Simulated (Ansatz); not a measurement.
# SnS2: an axial (c/a) deformation path

The task here is to estimate one member of a computed series from the others.

Computed with Ansatz 0.2.0 (DFT PBE+D3(BJ), scalar-relativistic, plane waves, PAW, unless a step's input says otherwise).

## The starting structure

It takes space group P-3m1 (No. 164, trigonal). The conventional cell has a = 3.598 Å, b = 3.598 Å, c = 5.494 Å, α = 90.00°, β = 90.00°, γ = 120.00°. Sn (site symmetry -3m) has 6 S at 2.53 Å as nearest neighbours. S (site symmetry 3m) is surrounded by 3 Sn at 2.53 Å.

Coordinates:

```cif
data_structure
_symmetry_space_group_name_H-M 'P-3m1'
_symmetry_Int_Tables_number 164
_cell_length_a 3.5983
_cell_length_b 3.5983
_cell_length_c 5.4940
_cell_angle_alpha 90.000
_cell_angle_beta 90.000
_cell_angle_gamma 120.000
_cell_volume 61.60
loop_
_atom_site_label
_atom_site_type_symbol
_atom_site_symmetry_multiplicity
_atom_site_Wyckoff_symbol
_atom_site_fract_x
_atom_site_fract_y
_atom_site_fract_z
_atom_site_occupancy
Sn1 Sn 1 a 0.00000 0.00000 0.00000 1
S1 S 2 d 0.66667 0.33333 0.26390 1
```

The cell is taken as given, not relaxed at this level.

Set-up of the first run:

input.yaml

```yaml
crystal:
  lattice:
    - [3.5983003419, 0.0, 0.0]
    - [-1.7991501709, 3.1162195065, 0.0]
    - [0.0, 0.0, 5.494]
  atoms:
    - { symbol: Sn, position: [0.0, 0.0, 0.0] }
    - { symbol: S, position: [0.6666666667, 0.3333333333, 0.2639] }
    - { symbol: S, position: [0.3333333333, 0.6666666667, 0.7361] }
basis:
  ecutwfc: 420
kpoints:
  mp_grid: { grid: [9, 9, 6] }
hamiltonian:
  xc: pbe
  dispersion: d3bj
scf:
  occupations: { method: gaussian, width: 0.05 }
output:
  forces: true
  stress: true
  eigenvalues: true
```

Command:

```sh
> ansatz run input.yaml --threads 1 --pin off --max-ram 1228MiB --backend cpu --events-out ev --progress --plain --runs-dir out
```

Among the steps run: The undisturbed cell; At ρ = 0.850; Point ρ = 1.200; Point ρ = 0.920; ρ = 1.100; Point ρ = 0.960; Point ρ = 1.050; At ρ = 0.800; At ρ = 1.300.

One of the session's tables, all rows but one given; the rest of the session is left out.

It belongs to the step «The scan collected». Collected from the runs (energy zero: the undisturbed cell):

| ρ | ΔE (meV/atom) | pressure (GPa) | gap on the mesh (eV) |
| --- | --- | --- | --- |
| 0.800 | 109.9 | 4.4 | 0.15 |
| 0.850 | 66.2 | 5.1 | 0.07 |
| 0.920 | 20.5 | 5.8 | 0.76 |
| 0.960 | ? | ? | ? |
| 1.000 | 0.0 | 6.2 | 1.08 |
| 1.050 | 8.0 | 6.4 | 1.31 |
| 1.100 | 33.7 | 6.5 | 1.15 |
| 1.200 | 140.5 | 6.9 | 0.65 |
| 1.300 | 320.2 | 7.5 | 0.03 |

**Question.** Estimate the row for ρ = 0.960.

Worked estimate for «ΔE (meV/atom)». A straight line through the neighbours (0.920, 20.5) and (1.000, 0.0) gives 20.5 + (0.0 − 20.5) × (0.960 − 0.920) / (1.000 − 0.920) = 10.3; a parabola fitted to 4 rows on both sides gives 5.7.

The run gave: ΔE (meV/atom): 5.5; pressure (GPa): 6.1; gap on the mesh (eV): 0.90. In «ΔE (meV/atom)» the line misses by +4.8 and the parabola by +0.2.
